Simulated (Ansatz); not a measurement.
Geometry optimisation in Ansatz: input, command and trajectory.

```yaml
crystal:
  lattice:
    - [-1.62547, 1.62547, 2.4737]
    - [1.62547, -1.62547, 2.4737]
    - [1.62547, 1.62547, -2.4737]
  atoms:
    - { symbol: In, position: [0.0, 0.0, 0.0] }
basis:
  ecutwfc: 420
kpoints:
  mp_grid: { grid: [16, 16, 16] }
hamiltonian:
  xc: pbe
scf:
  occupations: { method: gaussian, width: 0.1 }
output:
  forces: true
  stress: true
  eigenvalues: true
relax:
  adjacent_minimum: "off"
  f_tol: 0.02
  max_steps: 70
  cell: { stress_tol: 0.1 }
```

```bash
ansatz run input.yaml --threads 2 --pin off --max-ram 5120MiB --backend cpu --events-out ev --progress --plain --runs-dir out
```

Level of theory: DFT PBE, scalar-relativistic, plane waves, PAW in Ansatz 0.2.0.

Of 8 frames 8 are shown, positions in Å and forces in eV/Å; the SCF threshold varies from step to step. Steps run on the plane waves of an earlier cell, with a Pulay correction in the pressure. The basis is chosen afresh for the last frame, the zero of the energies, and can be on the way; energy and pressure step there, also at an unchanged geometry. The mark taken_back stands on steps that the optimiser undid.

```xyz
1
Lattice="-1.6255 1.6255 2.4737 1.6255 -1.6255 2.4737 1.6255 1.6255 -2.4737" Properties=species:S:1:pos:R:3:forces:R:3 pbc="T T T" step=1 free_energy_over_end_meV_per_atom=8.54 pressure_GPa=1.96
In    0.0000    0.0000    0.0000    0.0000    0.0000    0.0000
1
Lattice="-1.6478 1.6478 2.5112 1.6478 -1.6478 2.5112 1.6478 1.6478 -2.5112" Properties=species:S:1:pos:R:3:forces:R:3 pbc="T T T" step=2 free_energy_over_end_meV_per_atom=1.30 pressure_GPa=0.24
In    0.0000    0.0000    0.0000    0.0000    0.0000    0.0000
1
Lattice="-1.6496 1.6496 2.5215 1.6496 -1.6496 2.5215 1.6496 1.6496 -2.5215" Properties=species:S:1:pos:R:3:forces:R:3 pbc="T T T" step=3 free_energy_over_end_meV_per_atom=1.12 pressure_GPa=0.02
In    0.0000    0.0000    0.0000    0.0000    0.0000    0.0000
1
Lattice="-1.6480 1.6480 2.5363 1.6480 -1.6480 2.5363 1.6480 1.6480 -2.5363" Properties=species:S:1:pos:R:3:forces:R:3 pbc="T T T" step=4 free_energy_over_end_meV_per_atom=0.94 pressure_GPa=-0.12
In    0.0000    0.0000    0.0000    0.0000    0.0000    0.0000
1
Lattice="-1.6393 1.6393 2.5584 1.6393 -1.6393 2.5584 1.6393 1.6393 -2.5584" Properties=species:S:1:pos:R:3:forces:R:3 pbc="T T T" step=5 free_energy_over_end_meV_per_atom=0.40 pressure_GPa=-0.05
In    0.0000    0.0000    0.0000    0.0000    0.0000    0.0000
1
Lattice="-1.6313 1.6313 2.5959 1.6313 -1.6313 2.5959 1.6313 1.6313 -2.5959" Properties=species:S:1:pos:R:3:forces:R:3 pbc="T T T" step=6 free_energy_over_end_meV_per_atom=0.73 pressure_GPa=-0.21 taken_back
In    0.0000    0.0000    0.0000    0.0000    0.0000    0.0000
1
Lattice="-1.6347 1.6347 2.5699 1.6347 -1.6347 2.5699 1.6347 1.6347 -2.5699" Properties=species:S:1:pos:R:3:forces:R:3 pbc="T T T" step=7 free_energy_over_end_meV_per_atom=0.32 pressure_GPa=-0.01
In    0.0000    0.0000    0.0000    0.0000    0.0000    0.0000
1
Lattice="-1.6347 1.6347 2.5699 1.6347 -1.6347 2.5699 1.6347 1.6347 -2.5699" Properties=species:S:1:pos:R:3:forces:R:3 pbc="T T T" step=8 free_energy_over_end_meV_per_atom=0.00 pressure_GPa=-0.02
In    0.0000    0.0000    0.0000    0.0000    0.0000    0.0000
```

Time: 20 s on 2 threads of Arm Neoverse V2, with other jobs on the host, peak memory 0.4 GiB.